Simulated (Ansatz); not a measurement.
# 2H-MoTe2 bilayer (AA) in a perpendicular field

Wanted: the out-of-plane response of the 2H-MoTe2 bilayer (AA). A positive field points along +c.

Main program and level: Ansatz 0.2.0; plane-wave DFT, PBE-D4, Ansatz PAW, in the first sound run; inputs show where later runs differ.

## Step 1: The starting structure

The cell holds 6 atoms: 4 Te and 2 Mo. Its edges and angles: a = 3.550 Å, b = 3.550 Å, c = 52.648 Å, α = 90.0°, β = 90.0°, γ = 120.0°. Regions: layer 1: 2H-MoTe2, 3 atoms (2 Te and 1 Mo); layer 2: 2H-MoTe2, 3 atoms (2 Te and 1 Mo). Vacuum lies along c.

## Step 2: Relaxation

The starting cell is a guess, so the in-plane lattice and the atoms are relaxed first, with the slab cut off from its images along the normal.

input.yaml reads:

```yaml
crystal:
  lattice:
    - [3.55, 0.0, 0.0]
    - [-1.775, 3.0743901834, 0.0]
    - [0.0, 0.0, 52.6482052597]
  atoms:
    - { symbol: Te, position: [0.3333333333, 0.6666666667, 0.3969745958] }
    - { symbol: Mo, position: [0.0, 0.0, 0.432817248] }
    - { symbol: Te, position: [0.3333333333, 0.6666666667, 0.4686599003] }
    - { symbol: Te, position: [0.3333333333, 0.6666666667, 0.5313400997] }
    - { symbol: Mo, position: [0.0, 0.0, 0.567182752] }
    - { symbol: Te, position: [0.3333333333, 0.6666666667, 0.6030254042] }
  periodic: [true, true, false]
kpoints:
  mp_grid: { grid: [12, 12, 1] }
hamiltonian:
  xc: pbe
  dispersion: d4
scf:
  occupations: { method: fermi_dirac, width: 0.05 }
  convergence: { dr2_threshold: 1.0e-09 }
relax:
  f_tol: 0.004
  max_steps: 90
  cell: {}
output:
  write_potential: true
  write_density: true
  volumetric_format: npy
```

Launch:

```
$ ansatz run input.yaml --threads 4 --pin off --max-ram 6144MiB --backend cpu --events-out ev --progress --plain --runs-dir out
```

Numbers of over 12 decimals in the logs are rounded to 6 here.

What it wrote:

```text
Warning: relax.cell: scf.convergence.dr2_threshold = 1e-9 eV is looser than the 1.38042845272e-10 eV advised for a relaxation that steers and ends on the stress (1e-10 eV for each atom of the cell: 6, times the square of relax.cell.stress_2d_tol = 0.05 N/m over 20.8 Å (the atoms' height at the walk's start and 5 Å past either face), 2.398e-2 GPa, over a crystal's default 0.05). What an SCF threshold leaves in a stress goes as its square root, and in the free energy as the threshold itself, and one threshold admits the most on a small cell: [figures from the program's tests cut] Set scf.convergence.dr2_threshold to 1.38042845272e-10 eV or tighter. [rest of the remark cut]
Engine: ansatz 0.2.0, x86_64-unknown-linux-gnu
Pseudopotentials: kind: paw
Pseudopotential: Te, paw, valence charge 16, recommended cutoff 420 eV (normal), Te.paw.azcp
Pseudopotential: Mo, paw, valence charge 14, recommended cutoff 420 eV (normal), Mo.paw.azcp
Functional definition: PBE
  parameter kappa = 0.804
  parameter beta = 0.066725
  exchange = pbe_x(kappa = kappa, mu = beta*pi^2/3)
  correlation = pbe_c(beta = beta)
Crystal: 6 atoms, lattice volume = 574.607 Å³
Basis set: ecut = 420 eV, 11101 PW (Γ), exchange–correlation on 48×48×720 points (8 copies of the dense FFT grid, shifted against one another)
Bands: 56, of which v1, the nominal top of the filled ones, is band 46 counted from 1 (45 counted from 0)
Symmetry: 12 space group operations
Space group: P-6m2 (ITA 187), of the structure as read, at distance tolerance 8.3e-5 Å
k-points: 19 of 144 (time reversal used)
Non-local potential: Te, projectors of the file, l = 0: 2, l = 1: 2, l = 2: 2, l = 3: 2
Non-local potential: Mo, projectors of the file, l = 0: 3, l = 1: 2, l = 2: 2, l = 3: 1
PAW form: soft (Blöchl's): semilocal exchange-correlation on the pseudo side does not see the compensation charge
PAW one-centre angular grid: Te, 590 points (default); XC on 64 Gauss nodes
PAW one-centre angular grid: Mo, 590 points (default); XC on 64 Gauss nodes
Initial density: superposition of atomic densities (neutral atoms: chi_scale 0, normalization atom), corrected by the library's trained network
Initial wavefunctions: pseudopotential atomic-orbital guess
Functional: x = pbe(κ = 0.804, μ = 0.219515), c = pbe(β = 0.066725)
SCF iter   1: F=—  HF=-37835.817947 eV  |F-HF|=—  |Δ(HF+E_count)|=         —  Δρ=2.68e-3  dr2=2.41e-1  ethr=1.77e-3  ⟨swp⟩=18.1  Hψ=6932  notcnv=0  defer=2
preconditioner: auto → Resta (q_TF=auto, 2.010 Å⁻¹)  ε∞=2.8  [insulator: Δε(μ)=0.684 eV  Ē_g=6.998 eV  σ=0.050 eV  W_gap=1.00  n_scr=32 (ndim 8)  ℏωp=9.3 eV  f_vac=0.718  D(μ)=0.01/eV (n_scr^D=0)  ε∞_Penn≈2.8  vacuum switching on, ρ_ref=3.6e-3 e/Å³]
SCF iter   2: F=—  HF=-37835.859003 eV  |F-HF|=—  |Δ(HF+E_count)|=   4.11e-2  Δρ=2.88e-3  dr2=6.60e-1  ethr=2.62e-4  ⟨swp⟩=4.9  Hψ=2392  notcnv=0  defer=27  recentre
SCF iter   3: F=—  HF=-37835.812530 eV  |F-HF|=—  |Δ(HF+E_count)|=   4.65e-2  Δρ=1.63e-3  dr2=2.92e-2  ethr=2.62e-4  ⟨swp⟩=4.2  Hψ=1820  notcnv=0  defer=28
SCF iter   4: F=—  HF=-37835.816219 eV  |F-HF|=—  |Δ(HF+E_count)|=   3.69e-3  Δρ=3.61e-4  dr2=5.73e-4  ethr=3.18e-5  ⟨swp⟩=2.6  Hψ=1630  notcnv=0  defer=28
SCF iter   5: F=—  HF=-37835.816460 eV  |F-HF|=—  |Δ(HF+E_count)|=   2.41e-4  Δρ=1.65e-4  dr2=2.02e-4  ethr=6.23e-7  ⟨swp⟩=3.8  Hψ=2274  notcnv=0  defer=28
SCF iter   6: F=—  HF=-37835.816504 eV  |F-HF|=—  |Δ(HF+E_count)|=   4.44e-5  Δρ=1.60e-4  dr2=4.91e-4  ethr=2.20e-7  ⟨swp⟩=3.8  Hψ=2370  notcnv=0  defer=28  recentre
SCF iter   7: F=—  HF=-37835.816469 eV  |F-HF|=—  |Δ(HF+E_count)|=   3.55e-5  Δρ=3.32e-5  dr2=9.74e-6  ethr=2.20e-7  ⟨swp⟩=3.2  Hψ=1922  notcnv=0  defer=28
SCF iter   8: F=—  HF=-37835.816473 eV  |F-HF|=—  |Δ(HF+E_count)|=   4.50e-6  Δρ=2.05e-5  dr2=4.73e-6  ethr=1.06e-8  ⟨swp⟩=3.3  Hψ=2259  notcnv=0  defer=28
SCF iter   9: F=—  HF=-37835.816538 eV  |F-HF|=—  |Δ(HF+E_count)|=   6.51e-5  Δρ=5.62e-6  dr2=3.07e-7  ethr=5.14e-9  ⟨swp⟩=2.9  Hψ=2023  notcnv=0  defer=28
SCF iter  10: F=—  HF=-37835.816538 eV  |F-HF|=—  |Δ(HF+E_count)|=   1.12e-7  Δρ=1.41e-6  dr2=3.09e-8  ethr=3.34e-10  ⟨swp⟩=3.1  Hψ=2050  notcnv=0  defer=28
SCF iter  11: F=-37835.816538 eV  HF=-37835.816538 eV  |F-HF|=2.30e-9  |Δ(HF+E_count)|=   1.65e-9  Δρ=2.49e-7  dr2=7.76e-10  ethr=1.09e-12  ⟨swp⟩=11.7  Hψ=9485  notcnv=0
SCF 1 converged in 11 iterations: F = -37835.816538 eV  dr2 = 7.76e-10
  greatest PAW one-centre occupation: 0.998 electrons in one spin orbital (limit 2), on the Mo atom at site 4 (counted from 0), in its partial waves of l = 0
relax step   1: F+E_penalty+E_count = -37835.81653830 eV  Δ(F+E_penalty+E_count) = +0.000e0 eV  max|allowed force component| = 1.790e0 eV/Å  Δτ_max = 0.0000 Å  P = -6.624 N/m  Ω = 574.607 Å³  fix = [c, alpha, beta]  reactions: c -0.000 N/m  (11 SCF iters, accepted)
Crystal: 6 atoms, lattice volume = 568.273 Å³
Basis set: ecut = 420 eV, 11005 PW (Γ), exchange–correlation on 48×48×720 points (8 copies of the dense FFT grid, shifted against one another)
Initial density: handed on by an earlier stage of this run
Initial wavefunctions: those handed on with the density
iter 1 solved again at ethr=3.73e-4 eV; its pass at ethr=3.10e-3 eV (dr2=3.43e-1 eV) is discarded
SCF iter   1: F=—  HF=-37836.129122 eV  |F-HF|=—  |Δ(HF+E_count)|=         —  Δρ=5.96e-3  dr2=3.47e-1  ethr=3.73e-4  ⟨swp⟩=2.8  Hψ=7200  notcnv=0
preconditioner: auto → Resta (q_TF=auto, 2.014 Å⁻¹)  ε∞=2.6  [insulator: Δε(μ)=0.746 eV  Ē_g=7.403 eV  σ=0.050 eV  W_gap=1.00  n_scr=32 (ndim 8)  ℏωp=9.3 eV  f_vac=0.721  D(μ)=0.00/eV (n_scr^D=0)  ε∞_Penn≈2.6  vacuum switching on, ρ_ref=4.0e-3 e/Å³]
SCF iter   2: F=—  HF=-37836.137061 eV  |F-HF|=—  |Δ(HF+E_count)|=   7.94e-3  Δρ=5.41e-3  dr2=4.83e-1  ethr=3.73e-4  ⟨swp⟩=4.1  Hψ=2043  notcnv=0
SCF iter   3: F=—  HF=-37836.082932 eV  |F-HF|=—  |Δ(HF+E_count)|=   5.41e-2  Δρ=2.10e-3  dr2=2.24e-2  ethr=3.73e-4  ⟨swp⟩=3.5  Hψ=1863  notcnv=0  defer=21
SCF iter   4: F=—  HF=-37836.079606 eV  |F-HF|=—  |Δ(HF+E_count)|=   3.33e-3  Δρ=4.62e-4  dr2=2.07e-3  ethr=2.43e-5  ⟨swp⟩=3.2  Hψ=1797  notcnv=0  defer=22
SCF iter   5: F=—  HF=-37836.079849 eV  |F-HF|=—  |Δ(HF+E_count)|=   2.43e-4  Δρ=2.22e-4  dr2=4.29e-3  ethr=2.25e-6  ⟨swp⟩=3.7  Hψ=2036  notcnv=0  defer=22
SCF iter   6: F=—  HF=-37836.079543 eV  |F-HF|=—  |Δ(HF+E_count)|=   3.06e-4  Δρ=7.97e-5  dr2=7.10e-5  ethr=2.25e-6  ⟨swp⟩=2.5  Hψ=1230  notcnv=0  defer=22
SCF iter   7: F=—  HF=-37836.079570 eV  |F-HF|=—  |Δ(HF+E_count)|=   2.69e-5  Δρ=2.57e-5  dr2=5.10e-6  ethr=7.71e-8  ⟨swp⟩=3.4  Hψ=1939  notcnv=0  defer=22
[...]
SCF iter   9: F=—  HF=-37836.231355 eV  |F-HF|=—  |Δ(HF+E_count)|=   6.96e-5  Δρ=3.37e-6  dr2=1.33e-7  ethr=6.59e-10  ⟨swp⟩=3.1  Hψ=2286  notcnv=0  defer=11
SCF iter  10: F=—  HF=-37836.231355 eV  |F-HF|=—  |Δ(HF+E_count)|=   1.97e-8  Δρ=8.23e-7  dr2=5.84e-9  ethr=1.45e-10  ⟨swp⟩=2.9  Hψ=2005  notcnv=0  defer=11
SCF iter  11: F=-37836.231355 eV  HF=-37836.231355 eV  |F-HF|=1.10e-9  |Δ(HF+E_count)|=   4.77e-9  Δρ=1.97e-7  dr2=4.05e-10  ethr=1.09e-12  ⟨swp⟩=13.5  Hψ=8180  notcnv=0
SCF 3 converged in 11 iterations: F = -37836.231355 eV  dr2 = 4.05e-10
relax step   3: F+E_penalty+E_count = -37836.23135464 eV  Δ(F+E_penalty+E_count) = -1.517e-1 eV  max|allowed force component| = 1.319e-1 eV/Å  Δτ_max = 0.1945 Å  P = -2.060 N/m  Ω = 568.505 Å³  energy of the carried Pulay correction = +2.976e-4 eV  fix = [c, alpha, beta]  reactions: c -0.000 N/m  (11 SCF iters, accepted)
[...]
relax step   4: F+E_penalty+E_count = -37836.25341211 eV  Δ(F+E_penalty+E_count) = -2.206e-2 eV  max|allowed force component| = 9.126e-2 eV/Å  Δτ_max = 0.1315 Å  P = -0.691 N/m  Ω = 563.179 Å³  energy of the carried Pulay correction = +5.600e-4 eV  fix = [c, alpha, beta]  reactions: c -0.000 N/m  (11 SCF iters, accepted)
[...]
relax step   5: F+E_penalty+E_count = -37836.25641914 eV  Δ(F+E_penalty+E_count) = -3.007e-3 eV  max|allowed force component| = 4.152e-2 eV/Å  Δτ_max = 0.0106 Å  P = -0.112 N/m  Ω = 559.360 Å³  energy of the carried Pulay correction = +7.496e-4 eV  fix = [c, alpha, beta]  reactions: c -0.000 N/m  (9 SCF iters, accepted)
[...]
relax step   6: F+E_penalty+E_count = -37836.25662812 eV  Δ(F+E_penalty+E_count) = -2.090e-4 eV  max|allowed force component| = 1.743e-2 eV/Å  Δτ_max = 0.0075 Å  P = +0.010 N/m  Ω = 558.661 Å³  energy of the carried Pulay correction = +7.845e-4 eV  fix = [c, alpha, beta]  reactions: c +0.000 N/m  (9 SCF iters, accepted)
[...]
relax step   7: F+E_penalty+E_count = -37836.25664056 eV  Δ(F+E_penalty+E_count) = -1.244e-5 eV  max|allowed force component| = 7.986e-4 eV/Å  Δτ_max = 0.0036 Å  P = -0.003 N/m  Ω = 558.791 Å³  energy of the carried Pulay correction = +7.780e-4 eV  fix = [c, alpha, beta]  reactions: c -0.000 N/m  (8 SCF iters, accepted)
Initial wavefunctions: pseudopotential atomic-orbital guess (no wavefunctions were taken with the density)
iter 1 solved again at ethr=5.99e-8 eV; its pass at ethr=3.10e-3 eV (dr2=5.51e-5 eV) is discarded
SCF iter   1: F=—  HF=-37836.255715 eV  |F-HF|=—  |Δ(HF+E_count)|=         —  Δρ=1.93e-5  dr2=2.93e-7  ethr=5.99e-8  ⟨swp⟩=7.2  Hψ=12025  notcnv=0
preconditioner: auto → Resta (q_TF=auto, 2.020 Å⁻¹)  ε∞=2.7  [insulator: Δε(μ)=1.101 eV  Ē_g=7.308 eV  σ=0.050 eV  W_gap=1.00  n_scr=32 (ndim 8)  ℏωp=9.4 eV  f_vac=0.709  D(μ)=0.00/eV (n_scr^D=0)  ε∞_Penn≈2.7  vacuum switching on, ρ_ref=3.9e-3 e/Å³]
SCF iter   2: F=—  HF=-37836.255823 eV  |F-HF|=—  |Δ(HF+E_count)|=   1.08e-4  Δρ=9.60e-6  dr2=7.61e-8  ethr=3.18e-10  ⟨swp⟩=4.3  Hψ=2839  notcnv=0
SCF iter   3: F=—  HF=-37836.255823 eV  |F-HF|=—  |Δ(HF+E_count)|=   1.26e-7  Δρ=2.88e-6  dr2=1.09e-7  ethr=8.27e-11  ⟨swp⟩=2.9  Hψ=2139  notcnv=0
SCF iter   4: F=—  HF=-37836.255823 eV  |F-HF|=—  |Δ(HF+E_count)|=   7.60e-9  Δρ=1.41e-6  dr2=1.66e-8  ethr=8.27e-11  ⟨swp⟩=3.0  Hψ=1640  notcnv=0
SCF iter   5: F=-37836.255823 eV  HF=-37836.255823 eV  |F-HF|=6.55e-11  |Δ(HF+E_count)|=  6.91e-10  Δρ=3.59e-7  dr2=5.02e-10  ethr=1.09e-12  ⟨swp⟩=16.1  Hψ=9176  notcnv=0
SCF 8 converged in 5 iterations: F = -37836.255823 eV  dr2 = 5.02e-10
relax step   8: F+E_penalty+E_count = -37836.25582312 eV  Δ(F+E_penalty+E_count) = +8.174e-4 eV  max|allowed force component| = 8.738e-4 eV/Å  Δτ_max = 0.0000 Å  P = -0.000 N/m  Ω = 558.791 Å³  fix = [c, alpha, beta]  reactions: c -0.000 N/m  stress off target by 2.95e-4 N/m on what of the cell is left free  SCF on the basis re-selected at this cell (its energy is not comparable with the rows above)  (5 SCF iters)
basis re-selected at this cell: Δ(F+E_penalty+E_count) = +8.174e-4 eV, ΔP = +0.003 N/m vs the last step (what re-selecting the basis moved, of the pressure what is left beyond the Pulay correction that the steps carried, after the strain that the cell walked since its last selection, with what the two solves' SCF thresholds leave and, on support functions, any second-order correction that the steps lacked; it is no m [...]
WARN: The output density's exchange-correlation potential varies sharply where the density is thin. Do not read a vacuum level from v_tot or v_xc, or from such a field of the output density. On a cell that repeats whose density bears no net charge and no dipole along the vacuum's axis use v_es (v_loc + v_h of the components); under efield.dipole_correction with no amplitude use v_es + v_field, which holds any externa [...]
SCF converged after 5 iterations
Free energy (F): -37836.255823 eV
Harris-Foulkes:  -37836.255823 eV  (|F-HF|=6.55e-11)
Internal energy: -37836.255820 eV  (E = F + TS)
E sigma→0 (E₀):  -37836.255822 eV
Entropy (-TS):   -0.000003 eV (-0.000 meV/atom)
Fermi energy:    -4.293954 eV
--- Per-component energies (eV) ---
  E_band       = -2720.396901
  E_kinetic    = 1609.309579
  E_local      = -613802.793644  (includes V_loc(G=0)·N_el)
  E_nonlocal   = -952.629321
  E_hartree    = 306556.433687
  E_xc         = -865.672724
  E_vxc        = -876.717830  (∫ρ·V_xc dr)
  E_paw        = -25053.954709  (= ΣΔE_a)
  E_vpaw       = -1810.431517  (= ΣTr[D̂ρ^β])
  E_aug_tail   = -0.000619  (compensation charges beyond the density's cutoff)
  E_ewald      = 294675.930411
  E_disp       = -2.878481  (pairwise vdW)
  E_smearing   = -0.000003  (= −TS)
  E_closure    = 0.000000  (closes the sum)
  Σ components = -37836.255823   (vs F -37836.255823, Δ=0.00e0)
--- Forces (eV/Å), atoms counted from 1 ---
  atom   1  Te     0.00000000     0.00000000    -0.00087378
  atom   2  Mo    -0.00000000    -0.00000000    -0.00000874
  atom   3  Te    -0.00000000     0.00000000     0.00025133
  atom   4  Te    -0.00000000     0.00000000    -0.00025133
  atom   5  Mo     0.00000000    -0.00000000     0.00000874
  atom   6  Te     0.00000000     0.00000000     0.00087378
  max |Σ_I F_I| component: 1.18e-17 eV/Å
--- 2D stress c σ (N/m, compression-positive) ---
       -0.000295       0.000000       0.000000
        0.000000      -0.000295       0.000000
        0.000000       0.000000      -0.000000
  P = ½ c Tr σ = -0.0003 N/m
--- Band table (eV; the first three rows and the last of 19) ---
  k-point 0: bands = [... 42 lower, -5.6468, -5.6468, -5.5391, -5.1332, -1.6609, -1.6609, -1.5980, -1.5980, ... 6 higher]
  k-point 1: bands = [... 42 lower, -5.7029, -5.5450, -5.4915, -5.1133, -2.1021, -2.0135, -1.9706, -1.8355, ... 6 higher]
  k-point 2: bands = [... 42 lower, -5.8950, -5.5760, -5.5221, -5.2026, -2.9570, -2.7488, -2.6306, -2.4399, ... 6 higher]
  k-point 18: bands = [... 42 lower, -6.8148, -6.4407, -4.8611, -4.8076, -3.6446, -3.6279, -3.1537, -2.9097, ... 6 higher]
  the weakly bound empty levels are not read free of the cell's end (no_gap_told)
--- Relaxed structure (7 steps of the walk, 7 accepted, 1 SCFs on fresh bases) ---
  F+E_penalty+E_count = -37836.25582312 eV   max|allowed force component| = 8.738e-4 eV/Å   (the final SCF, on the basis selected at the relaxed cell)
  cell:  # Å, volume = 558.7907 Å³
    - [3.500801, -2.731069124938514e-18, 0]
    - [-1.750401, 3.031783, 0]
    - [0, 0, 52.6482052597]
  atoms:
    - { symbol: Te, position: [0.333333, 0.666667, 0.392892] }
    - { symbol: Mo, position: [1.494118541296896e-18, -2.878355989888597e-17, 0.427373] }
    - { symbol: Te, position: [0.333333, 0.666667, 0.461877] }
    - { symbol: Te, position: [0.333333, 0.666667, 0.538123] }
    - { symbol: Mo, position: [-1.4941185412968883e-18, -2.878355989888597e-17, 0.572627] }
    - { symbol: Te, position: [0.333333, 0.666667, 0.607108] }
```

It took 83 s on 4 threads of Intel Xeon Platinum 8488C (Sapphire Rapids), shared host; peak memory 1.4 GiB.

The steps of the relaxation:

```tsv
step	energy less that of the first step (eV)	largest force component (eV/Å)	volume (Å³)
1	0.0000	1.7903	574.61
2	-0.2631	0.9020	568.27
3	-0.4148	0.1319	568.50
4	-0.4369	0.0913	563.18
5	-0.4399	0.0415	559.36
6	-0.4401	0.0174	558.66
7	-0.4401	0.0008	558.79
8*	-0.4393	0.0009	558.79
```

Relaxation steps marked * repeat the geometry before them on a plane-wave basis chosen anew for their cell, so energy and pressure can jump there.

Forces are held to the 12 operations that the run works with; a distortion that breaks them can't arise in this run.

```tsv
cell as run	before	after	change
a (Å)	3.550	3.501	-1.4 %
b (Å)	3.550	3.501	-1.4 %
```

The atoms that moved most (Å, along periodic axes as changes of fractional coordinates times the final cell, across vacuum about the mean position):

```tsv
atom	dx	dy	dz	length
Te3	0.000	0.000	-0.357	0.357
Te4	0.000	0.000	0.357	0.357
Mo5	0.000	0.000	0.287	0.287
Mo2	0.000	0.000	-0.287	0.287
Te1	0.000	0.000	-0.215	0.215
Te6	0.000	0.000	0.215	0.215
```

The relaxed structure:

```cif
data_structure
_symmetry_space_group_name_H-M 'P 1'
_symmetry_Int_Tables_number 1
_cell_length_a 3.5008
_cell_length_b 3.5008
_cell_length_c 52.6482
_cell_angle_alpha 90.000
_cell_angle_beta 90.000
_cell_angle_gamma 120.000
_cell_volume 558.79
loop_
_atom_site_label
_atom_site_type_symbol
_atom_site_fract_x
_atom_site_fract_y
_atom_site_fract_z
_atom_site_occupancy
Te1 Te 0.33333 0.66667 0.39289 1
Mo2 Mo 0.00000 0.00000 0.42737 1
Te3 Te 0.33333 0.66667 0.46188 1
Te4 Te 0.33333 0.66667 0.53812 1
Mo5 Mo 0.00000 0.00000 0.57263 1
Te6 Te 0.33333 0.66667 0.60711 1
```

The lattice constant a goes from 3.550 to 3.501 Å.

(Continued in part 2 of 3.)

[Logs are printed without paths, hosts, clocks, repeated set-up lines and the standing remarks that a program may print on its own settings, such as how far it seeks lower states.]

[Hosts, paths, dates, database ids (printed as entryN), source tags and the programs' standing remarks are cut or masked in the printed files.]

[Maps of the electrostatic potential energy from Ansatz leave out the sawtooth potential of an applied field or a dipole correction, so their vacuum need not be flat; planar profiles and work functions include it.]
